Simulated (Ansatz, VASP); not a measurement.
## One calculation of GaP, two programs

POSCAR

```
GaP
1.0
    0.0000000000      2.7253992965      2.7253992965
    2.7253992965      0.0000000000      2.7253992965
    2.7253992965      2.7253992965      0.0000000000
Ga P
1 1
Direct
    0.0000000000      0.0000000000      0.0000000000
    0.2500000000      0.2500000000      0.2500000000
```

File INCAR.step1:

```
SYSTEM = GaP
PREC = Accurate
ENCUT = 520
ISMEAR = 0
SIGMA = 0.01
LREAL = .False.
LASPH = .True.
NELM = 80
NBANDS = 16
GGA = PE
ALGO = Normal
EDIFF = 1E-4
LWAVE = .True.
LCHARG = .False.
```

File INCAR.step2:

```
SYSTEM = GaP
PREC = Accurate
ENCUT = 520
EDIFF = 1E-6
ISMEAR = 0
SIGMA = 0.01
LREAL = .False.
LASPH = .True.
NELM = 80
ALGO = Normal
ISIF = 2
LWAVE = .False.
LCHARG = .False.
METAGGA = R2SCAN
LMIXTAU = .True.
NBANDS = 16
ISTART = 1
```

File KPOINTS:

```
regular mesh
0
Gamma
  6 6 6
  0 0 0
```

Input for Ansatz:

```yaml
crystal:
  lattice:
    - [0.0, 2.7253992965, 2.7253992965]
    - [2.7253992965, 0.0, 2.7253992965]
    - [2.7253992965, 2.7253992965, 0.0]
  atoms:
    - { symbol: Ga, position: [0.0, 0.0, 0.0] }
    - { symbol: P, position: [0.25, 0.25, 0.25] }
kpoints:
  mp_grid: { grid: [6, 6, 6] }
hamiltonian:
  xc: r2scan
scf:
  occupations: { method: fixed }
  n_extra_bands: 4
output:
  forces: true
  stress: true
  eigenvalues: true
```

Alike in both runs: task single point; functional r2SCAN; k mesh 6 × 6 × 6; no spin polarisation.

```csv
,VASP,Ansatz
version,VASP 6.6.1,Ansatz 0.2.0
potentials or method,"VASP PAW PBE potentials, release 64 (Ga_d, P)","plane waves, PAW"
plane-wave cutoff (eV),520,500
occupations,"gaussian, width 0.01 eV",fixed
valence electrons in the cell,18,18
```

```csv
,VASP,Ansatz,Ansatz less VASP
gap on the k mesh at the Fermi level (eV),1.91,1.90,-0.004
pressure (GPa),0.0,0.1,+0.05
```

Caveats: the PAW data sets were made with another functional, which shifts forces and pressure a little (VASP). A k mesh can miss the band edges.
